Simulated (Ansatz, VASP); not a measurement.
## One calculation of Tc, two programs

INCAR

```
  PREC = Accurate
  ENCUT = 520
  EDIFF = 1E-7
  ISMEAR = 0
  SIGMA = 0.05
  LREAL = F
  LASPH = T
  NELM = 100
  ALGO = Normal
  ISIF = 2
  LWAVE = F
  LCHARG = T
  GGA = PE
  LELF = T
  LVHAR = T
  NBANDS = 12
```

Contents of KPOINTS:

```
Automatic mesh
0
Gamma
  14 14 14
```

The input POSCAR:

```
Tc
1.0
    0.0000000000      1.9500000000      1.9500000000
    1.9500000000      0.0000000000      1.9500000000
    1.9500000000      1.9500000000      0.0000000000
Tc
1
Direct
    0.0000000000      0.0000000000      0.0000000000
```

Input for Ansatz:

```yaml
crystal:
  lattice:
    - [0.0, 1.95, 1.95]
    - [1.95, 0.0, 1.95]
    - [1.95, 1.95, 0.0]
  atoms:
    - { symbol: Tc, position: [0.0, 0.0, 0.0] }
kpoints:
  mp_grid: { grid: [14, 14, 14] }
scf:
  occupations: { method: gaussian, width: 0.05 }
hamiltonian:
  xc: pbe
  pseudopotentials: { kind: all_electron, lapw: { basis_error: 0.0005 } }
output:
  forces: true
  stress: true
  eigenvalues: true
```

Alike in both runs: task single point; functional PBE; k mesh 14 × 14 × 14; occupations gaussian, width 0.05 eV; no spin polarisation.

|  | VASP | Ansatz |
| --- | --- | --- |
| version | VASP 6.6.1 | Ansatz 0.2.0 |
| potentials or method | VASP PAW PBE potentials, release 64 (Tc_pv) | all-electron LAPW, scalar-relativistic |
| plane-wave cutoff (eV) | 520 | see its input |

VASP gave:

| Item | Value |
| --- | --- |
| pressure (GPa) | -6.9 |

**Question.** Which values does Ansatz return?

**Answer.** Pressure (GPa): -6.3.

Ansatz ran all-electron here, so the differences hold the error of VASP's frozen core and of both bases.
